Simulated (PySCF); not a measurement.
How the method moves the HOMO and LUMO of `FC(F)F`

CHF₃.
Atom-mapped SMILES: `[F:1][CH:2]([F:3])[F:4]` (hydrogens: H5 on C2)

Cartesian coordinates in Å at the PBE0-D3(BJ)/def2-SVP level; atoms count from 1:
```xyz
5
CHF3 angstrom
F      0.816    0.954   -0.358
C      0.016   -0.026    0.043
F      0.426   -1.162   -0.509
F     -1.216    0.231   -0.380
H      0.032   -0.108    1.143
```

Basis pcSseg-2 throughout (PySCF), one geometry. Geometry: PBE0-D3(BJ)/def2-SVP; no solvent, vibrations or thermal averaging.

Task: How do the orbital energies, the gap and the dipole change with the method?

Result: 
```tsv
method	kind	HOMO (eV)	LUMO (eV)	gap (eV)	μ (D)	SCF cycles
OPBE	GGA	-9.37	0.29	9.66	1.41	12
BLYP	GGA	-9.45	0.17	9.63	1.49	13
PBE	GGA	-9.46	0.29	9.75	1.46	13
B97-D	GGA	-9.54	0.40	9.94	1.48	12
BP86	GGA	-9.57	0.45	10.02	1.47	12
LDA	LDA	-9.63	0.26	9.88	1.51	12
KT2	GGA	-9.65	0.45	10.09	1.48	13
KT3	GGA	-9.70	0.06	9.76	1.47	13
B97-2	global hybrid	-11.06	0.98	12.04	1.56	12
B3LYP	global hybrid	-11.13	0.58	11.72	1.59	12
PBE0	global hybrid	-11.35	0.97	12.32	1.57	12
mPW1PW91	global hybrid	-11.40	0.88	12.28	1.58	12
CAM-B3LYP	range-separated hybrid	-12.96	1.52	14.47	1.64	11
BHandHLYP	global hybrid	-13.27	1.34	14.61	1.71	11
wB97X-D	range-separated hybrid	-13.30	2.66	15.96	1.59	12
LC-wPBE	range-separated hybrid	-14.21	2.65	16.86	1.62	12
HF	Hartree–Fock	-16.18	2.86	19.04	1.81	9
```

The HOMO spans 6.81 eV, from OPBE down to HF, and the gap runs from 9.63 eV (BLYP) to 19.04 eV (HF). Over the methods OPBE (0 %), BLYP (0 %), PBE (0 %), B97-D (0 %), BP86 (0 %), LDA (0 %), KT2 (0 %), KT3 (0 %), B97-2 (21 %), B3LYP (20 %), PBE0 (25 %), mPW1PW91 (25 %), BHandHLYP (50 %), HF (100 %), a straight line through the gap against the share of exact exchange rises by 0.93 eV for each 10 % (correlation coefficient 0.998). The dipole ranges from 1.41 D (OPBE) to 1.81 D (HF). This basis has no diffuse functions.

Reference dipole: 1.65 D (measured, gas; NIST CCCBDB Release 22 (SRD 101), experimental dipoles); nearest here: CAM-B3LYP (1.64 D).
